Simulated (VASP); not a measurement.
# HfSiO4 (I4_1/amd) in VASP: notebook, part 2 of 3

VASP 6.6.1.

## (3) Single point, PBEsol

INCAR reads:

```
SYSTEM = HfSiO4
ALGO = Normal
EDIFF = 1E-6
ENCUT = 520
GGA = PS
ISIF = 2
ISMEAR = 0
LASPH = .True.
LCHARG = .False.
LREAL = .False.
LWAVE = .False.
NELM = 80
PREC = Accurate
SIGMA = 0.02
```

KPOINTS reads:

```
k-points
0
Gamma
  8 8 8
  0 0 0
```

POSCAR reads:

```
HfSiO4
1.0
   -3.2794400000      3.2794400000      2.9794000000
    3.2794400000     -3.2794400000      2.9794000000
    3.2794400000      3.2794400000     -2.9794000000
Hf Si O
2 2 8
Direct
    0.0000000000      0.0000000000      0.0000000000
    0.7500000000      0.2500000000      0.5000000000
    0.2500000000      0.7500000000      0.5000000000
    0.5000000000      0.5000000000      0.0000000000
    0.1321300000      0.3174500000      0.8146800000
    0.0674500000      0.7527700000      0.6853200000
    0.0674500000      0.3821300000      0.3146800000
    0.5027700000      0.3174500000      0.1853200000
    0.6825500000      0.4972300000      0.8146800000
    0.6178700000      0.9325500000      0.6853200000
    0.2472300000      0.9325500000      0.3146800000
    0.6825500000      0.8678700000      0.1853200000
```

Potentials or basis: VASP PAW PBE potentials, release 64 (Hf_pv, Si, O).

Command:

```bash
$ cat potpaw_PBE.64/Hf_pv/POTCAR potpaw_PBE.64/Si/POTCAR potpaw_PBE.64/O/POTCAR > POTCAR
$ mpirun -np 1 vasp_std > vasp.out
```

OUTCAR:

```text
SYSTEM = HfSiO4
   EDIFF = 1E-6
   ENCUT = 520
   GGA = PS
   ISIF = 2
   ISMEAR = 0
   LASPH = .True.
   LREAL = .False.
   NELM = 80
   PREC = Accurate

 ion  position               nearest neighbor table
   1  0.000  0.000  0.000-   7 2.10  10 2.10   6 2.10  11 2.10   5 2.25  12 2.25   8 2.25   9 2.25
                             4 2.98   4 2.98   2 3.60   2 3.60   2 3.60   2 3.60
   2  0.750  0.250  0.500-   5 2.10  12 2.10   9 2.10   8 2.10  10 2.25   7 2.25   6 2.25  11 2.25
                             3 2.98   3 2.98   1 3.60   1 3.60   1 3.60   1 3.60
[... 1392 lines left out ...]
  energy-cutoff  :      520.00
  volume of cell :      128.17
      direct lattice vectors                 reciprocal lattice vectors
    -3.279440000  3.279440000  2.979400000     0.000000000  0.152465055  0.167819024
     3.279440000 -3.279440000  2.979400000     0.152465055  0.000000000  0.167819024
     3.279440000  3.279440000 -2.979400000     0.152465055  0.152465055  0.000000000

 POSITION                                       TOTAL-FORCE (eV/Angst)
 -----------------------------------------------------------------------------------
      0.00000      0.00000      0.00000         0.000000     -0.000000      0.000000
      0.00000      3.27944      1.48970        -0.000000     -0.000000      0.000000
      3.27944      0.00000      1.48970        -0.000000     -0.000000      0.000000
      0.00000      0.00000      2.97940         0.000000     -0.000000      0.000000
      3.27944      2.06395     -1.08778        -0.000000     -0.005350     -0.004677
      4.49493      0.00000      0.40192         0.005350     -0.000000     -0.004677
      2.06395      0.00000      0.40192        -0.005350     -0.000000     -0.004677
      0.00000      1.21549      1.89162         0.000000      0.005350     -0.004677
      2.06395      3.27944      1.08778        -0.005350     -0.000000      0.004677
      3.27944      1.21549      2.57748         0.000000      0.005350      0.004677
      3.27944     -1.21549      2.57748        -0.000000     -0.005350      0.004677
      1.21549     -0.00000      4.06718         0.005350     -0.000000      0.004677
 -----------------------------------------------------------------------------------
    total drift:                               -0.000000      0.000000     -0.000000

  FREE ENERGIE OF THE ION-ELECTRON SYSTEM (eV)
  ---------------------------------------------------
  free  energy   TOTEN  =      -113.4561024027 eV

  energy  without entropy=     -113.4561024027  energy(sigma->0) =     -113.45610240
```

OSZICAR:

```text
N       E                     dE             d eps       ncg     rms          rms(c)
DAV:   1     0.491050545386E+03    0.49105E+03   -0.42980E+04  5310   0.165E+03
DAV:   2    -0.995541247001E+02   -0.59060E+03   -0.57890E+03  6792   0.397E+02
DAV:   3    -0.128343504278E+03   -0.28789E+02   -0.28714E+02  6199   0.882E+01
DAV:   4    -0.128732013880E+03   -0.38851E+00   -0.38788E+00  6796   0.110E+01
DAV:   5    -0.128737963477E+03   -0.59496E-02   -0.59454E-02  6469   0.125E+00    0.763E+01
DAV:   6    -0.113643414359E+03    0.15095E+02   -0.73703E+01  6367   0.388E+01    0.624E+01
DAV:   7    -0.113515586747E+03    0.12783E+00   -0.37098E+00  6676   0.914E+00    0.398E+01
DAV:   8    -0.113485829817E+03    0.29757E-01   -0.41106E-01  6439   0.399E+00    0.830E+00
DAV:   9    -0.113456577521E+03    0.29252E-01   -0.14294E-01  6242   0.201E+00    0.229E+00
DAV:  10    -0.113456119069E+03    0.45845E-03   -0.96353E-03  6722   0.534E-01    0.367E-01
DAV:  11    -0.113456040824E+03    0.78245E-04   -0.10209E-03  6436   0.168E-01    0.211E-01
DAV:  12    -0.113456086271E+03   -0.45446E-04   -0.10386E-04  6677   0.512E-02    0.104E-01
DAV:  13    -0.113456102544E+03   -0.16273E-04   -0.18811E-05  6604   0.243E-02    0.291E-02
DAV:  14    -0.113456102403E+03    0.14128E-06   -0.99707E-07  4378   0.566E-03
   1 F= -.11345610E+03 E0= -.11345610E+03  d E =-.108707E-28
```

Wall time 2.9 min (1 thread of Intel Xeon 6975P-C (Granite Rapids), shared host); peak memory 0.43 GiB.

What came out:

```
Free energy            : -113.4561 eV
Pressure               : 0.3 GPa
Largest force          : 0.007 eV/Å
Band gap on the k mesh : 5.40 eV, indirect (least direct gap 5.78 eV)
```

Forces in eV/Å, atoms in the order of the input:
```
Hf   0.000  0.000  0.000
Hf   0.000  0.000  0.000
Si   0.000  0.000  0.000
Si   0.000  0.000  0.000
O    0.000 -0.005 -0.005
O    0.005  0.000 -0.005
O   -0.005  0.000 -0.005
O    0.000  0.005 -0.005
O   -0.005  0.000  0.005
O    0.000  0.005  0.005
O    0.000 -0.005  0.005
O    0.005  0.000  0.005
```

Caveat: the PAW data sets were made with another functional, which shifts forces and pressure a little; spin-orbit coupling is left out, which moves the levels of the heavy elements. A k mesh can miss the band edges.

## (4) Single point, PBEsol

Edit INCAR of step 3 so:

```diff
@@ -13,2 +13,2 @@
 PREC = Accurate
-SIGMA = 0.02
+SIGMA = 0.5
```

KPOINTS reads:

```
k-points
0
Gamma
  6 6 6
  0 0 0
```

POSCAR is that of step 3.

Potentials or basis: VASP PAW PBE potentials, release 64 (Hf_pv, Si, O).

Command:

```bash
$ cat potpaw_PBE.64/Hf_pv/POTCAR potpaw_PBE.64/Si/POTCAR potpaw_PBE.64/O/POTCAR > POTCAR
$ mpirun -np 1 vasp_std > vasp.out
```

OUTCAR:

```text
SYSTEM = HfSiO4
   EDIFF = 1E-6
   ENCUT = 520
   GGA = PS
   ISIF = 2
   ISMEAR = 0
   LASPH = .True.
   LREAL = .False.
   NELM = 80
   PREC = Accurate

 ion  position               nearest neighbor table
   1  0.000  0.000  0.000-   7 2.10  10 2.10   6 2.10  11 2.10   5 2.25  12 2.25   8 2.25   9 2.25
                             4 2.98   4 2.98   2 3.60   2 3.60   2 3.60   2 3.60
   2  0.750  0.250  0.500-   5 2.10  12 2.10   9 2.10   8 2.10  10 2.25   7 2.25   6 2.25  11 2.25
                             3 2.98   3 2.98   1 3.60   1 3.60   1 3.60   1 3.60
[... 1392 lines left out ...]
  energy-cutoff  :      520.00
  volume of cell :      128.17
      direct lattice vectors                 reciprocal lattice vectors
    -3.279440000  3.279440000  2.979400000     0.000000000  0.152465055  0.167819024
     3.279440000 -3.279440000  2.979400000     0.152465055  0.000000000  0.167819024
     3.279440000  3.279440000 -2.979400000     0.152465055  0.152465055  0.000000000

 POSITION                                       TOTAL-FORCE (eV/Angst)
 -----------------------------------------------------------------------------------
      0.00000      0.00000      0.00000         0.000000     -0.000000      0.000000
      0.00000      3.27944      1.48970         0.000000     -0.000000      0.000000
      3.27944      0.00000      1.48970         0.000000     -0.000000      0.000000
      0.00000      0.00000      2.97940         0.000000     -0.000000      0.000000
      3.27944      2.06395     -1.08778         0.000000     -0.005335     -0.004670
      4.49493      0.00000      0.40192         0.005335      0.000000     -0.004670
      2.06395      0.00000      0.40192        -0.005335     -0.000000     -0.004670
      0.00000      1.21549      1.89162         0.000000      0.005335     -0.004670
      2.06395      3.27944      1.08778        -0.005335     -0.000000      0.004670
      3.27944      1.21549      2.57748         0.000000      0.005335      0.004670
      3.27944     -1.21549      2.57748        -0.000000     -0.005335      0.004670
      1.21549     -0.00000      4.06718         0.005335      0.000000      0.004670
 -----------------------------------------------------------------------------------
    total drift:                               -0.000000      0.000000     -0.000000

  FREE ENERGIE OF THE ION-ELECTRON SYSTEM (eV)
  ---------------------------------------------------
  free  energy   TOTEN  =      -113.4561997553 eV

  energy  without entropy=     -113.4561997552  energy(sigma->0) =     -113.45619976
```

stdout:

```text
POSCAR found type information on POSCAR HfSiO
 POSCAR found :  3 types and      12 ions
 scaLAPACK will be used
 -----------------------------------------------------------------------------
|                                                                             |
|                                                                             |
|     You enforced a specific xc type in the INCAR file but a different       |
|     I HOPE YOU KNOW WHAT YOU ARE DOING!                                     |
|                                                                             |
 -----------------------------------------------------------------------------

 LDA part: xc-table for (Slater+PW92), standard interpolation
 POSCAR, INCAR and KPOINTS ok, starting setup
 FFT: planning ... GRIDC
 FFT: planning ... GRID_SOFT
 FFT: planning ... GRID
 WAVECAR not read
 entering main loop
```

Wall time 84 s (1 thread of Intel Xeon 6975P-C (Granite Rapids), shared host); peak memory 0.34 GiB.

What came out:

- Free energy: -113.4562 eV
- Pressure: 0.3 GPa
- Largest force: 0.007 eV/Å
- Band gap on the k mesh: 5.40 eV, indirect (least direct gap 5.77 eV)

Forces on the atoms (eV/Å):
```
Hf   0.000  0.000  0.000
Hf   0.000  0.000  0.000
Si   0.000  0.000  0.000
Si   0.000  0.000  0.000
O    0.000 -0.005 -0.005
O    0.005  0.000 -0.005
O   -0.005  0.000 -0.005
O    0.000  0.005 -0.005
O   -0.005  0.000  0.005
O    0.000  0.005  0.005
O    0.000 -0.005  0.005
O    0.005  0.000  0.005
```

Caveat: the PAW data sets were made with another functional, which shifts forces and pressure a little; spin-orbit coupling is left out, which moves the levels of the heavy elements. PBEsol gaps usually lie below the measured ones, often by a third to a half.

[end of part 2 of 3]
